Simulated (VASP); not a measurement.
Wanted: the native input for a VASP 6.6.1 run.

| Quantity | Value |
| --- | --- |
| Task | single point |
| Functional | PBE |
| Potentials or basis | VASP PAW PBE potentials, release 64 (Al, H) |
| Cutoff | 520 eV |
| k mesh | 6 × 6 × 1 |
| Occupations | gaussian, width 0.1 eV |
| Spin | no spin polarisation |
| Dipole correction | yes |
| Further INCAR settings | ALGO = Fast; EDIFF = 1e-07; NBANDS = 32 |

The structure of Al6H lies in POSCAR:

```
Al6H
1.0
    5.7143028096      0.0000000000      0.0000000000
   -2.8571514048      4.9487313980      0.0000000000
    0.0000000000      0.0000000000     22.6016424764
Al H
12 2
Direct
    0.3333333333      0.1666666667      0.1769782884
    0.3333333333      0.6666666667      0.1769782884
    0.8333333333      0.1666666667      0.1769782884
    0.8333333333      0.6666666667      0.1769782884
    0.1666666667      0.3333333333      0.2787817910
    0.1666666667      0.8333333333      0.2787817910
    0.6666666667      0.3333333333      0.2787817910
    0.6666666667      0.8333333333      0.2787817910
    0.0000000000      0.0000000000      0.3805759907
    0.0000000000      0.5000000000      0.3805759907
    0.5000000000      0.0000000000      0.3805759907
    0.5000000000      0.5000000000      0.3805759907
   -0.1308121087      0.0000000000      0.4571191004
    0.1308121087      0.0000000000      0.4571191004
```

The input as run:

INCAR

```
SYSTEM = Al6H
ALGO = Fast
DIPOL = 0.5 0.5 0.304
EDIFF = 1E-7
ENCUT = 520
GGA = PE
IDIPOL = 3
ISIF = 2
ISMEAR = 0
LASPH = .True.
LCHARG = .True.
LDIPOL = .True.
LELF = .True.
LREAL = .False.
LVACPOTAV = .True.
LVHAR = .True.
LWAVE = .False.
NBANDS = 32
NELM = 100
PREC = Accurate
SIGMA = 0.1
```

KPOINTS

```
k-points
0
Gamma
  6 6 1
  0 0 0
```

Potentials or basis: VASP PAW PBE potentials, release 64 (Al, H).

Run with:

```console
$ cat potpaw_PBE.64/Al/POTCAR potpaw_PBE.64/H/POTCAR > POTCAR
$ mpirun -np 1 vasp_std > vasp.out
```

It gave:

```yaml
Largest_force: 1.322 eV/Å
Band_gap_on_the_k_mesh: none (metal or under the smearing width)
Work_function_of_the_upper_face: 4.33 eV
Work_function_of_the_lower_face: 4.00 eV
```

Wall time 6.7 min on 1 thread of Intel(R) Xeon(R) 6975P-C (Granite Rapids), with other jobs on the host, peak memory 0.74 GiB.
